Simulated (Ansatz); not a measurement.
**GaP: band structure with r2SCANh**

GaP:

```
Ga P
1.0
     0.00000    2.72525    2.72525
     2.72525    0.00000    2.72525
     2.72525    2.72525    0.00000
Ga P
1 1
Cartesian
  0.0000 0.0000 0.0000
  4.0879 4.0879 4.0879
```

* Program: Ansatz 0.2.0
* Task: band structure
* Functional: r2SCANh
* Potentials or basis: Ansatz PAW
* Cutoff: 500 eV (not typed: the program's choice for these potentials)
* k mesh: 5 × 5 × 5
* Occupations: fermi-dirac, width 0.05 eV
* Spin: no spin polarisation
* Path: [["G", "X", "W", "K", "G", "L", "U", "W", "L", "K"], ["U", "X"]]
* Points for each segment of the path: 4

- Pressure: -0.2 GPa
- Band gap on the k mesh: 2.34 eV, indirect (least direct gap 2.92 eV)
- Band gap along the path: 2.38 eV, indirect (least direct gap 2.92 eV)

Levels at the corners of the path, in eV from the valence-band top:
```
point  band 7  band 8  band 9  band 10  band 11  band 12
    Γ    0.00    0.00    0.00     2.92     4.74     4.74
    X   -7.21   -2.90   -2.90     2.38     2.60    12.07
    W   -6.97   -3.86   -3.67     5.58     5.95     7.11
    K   -6.98   -4.24   -2.44     2.97     5.77     9.45
    Γ    0.00    0.00    0.00     2.92     4.74     4.74
    L   -7.11   -1.21   -1.21     2.57     5.61     5.61
    U   -6.98   -4.24   -2.44     2.97     5.77     9.45
    W   -6.97   -3.86   -3.67     5.58     5.95     7.11
    L   -7.11   -1.21   -1.21     2.57     5.61     5.61
    K   -6.98   -4.24   -2.44     2.97     5.77     9.45
    U   -6.98   -4.24   -2.44     2.97     5.77     9.45
    X   -7.21   -2.90   -2.90     2.38     2.60    12.07
```

Wall time 2.2 min on 2 threads of AMD EPYC 7B13 (Zen 3) (shared host), peak memory 1.2 GiB.

The gap isn't set beside the measured one, since this odd mesh misses points on the zone boundary.

Caveat: the PAW data sets come from PBE, with cores solved anew for the run's functional, which leaves a small shift of forces and pressure; the thresholds are loose for stress.
